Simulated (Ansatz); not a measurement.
AlSb (zinc blende, space group No. 216), plane-wave PAW PBE (Ansatz code). The conduction-band minimum lies at L, with 4 equivalent valleys. Second derivatives d²E/dk² of the lowest band at one valley (eV·Å²), along Cartesian directions:

| direction | d²E/dk² |
|---|---|
| [100] | 45.94 |
| [010] | 45.94 |
| [001] | 45.94 |
| [110] | 25.34 |
| [101] | 66.50 |
| [011] | 66.50 |

Find the principal effective masses, the density-of-states mass and the conductivity mass.

Off-diagonal terms follow from H_xy = H[110] − (H_xx + H_yy)/2, and m*/mₑ = 7.620 eV·Å² over each eigenvalue: 0.11, 0.11, 1.6. One valley's DOS mass (m₁m₂m₃)^(1/3) = 0.28, conductivity mass 3/(Σ 1/mᵢ) = 0.17 mₑ.

What effective density of states Nc follows at 300 K for parabolic valleys?

Nc = 2.509e19 × 4 × (0.28)^(3/2) ≈ 1.5e19 cm⁻³.

Space group F-43m (zinc blende). The PBE relaxation kept the symmetry of its start. Spin–orbit coupling is left out wherever it is not named.

Potentials: the later of the program's two PAW sets.

Edges and masses are those of Kohn–Sham bands, whose gap is no quasiparticle gap.
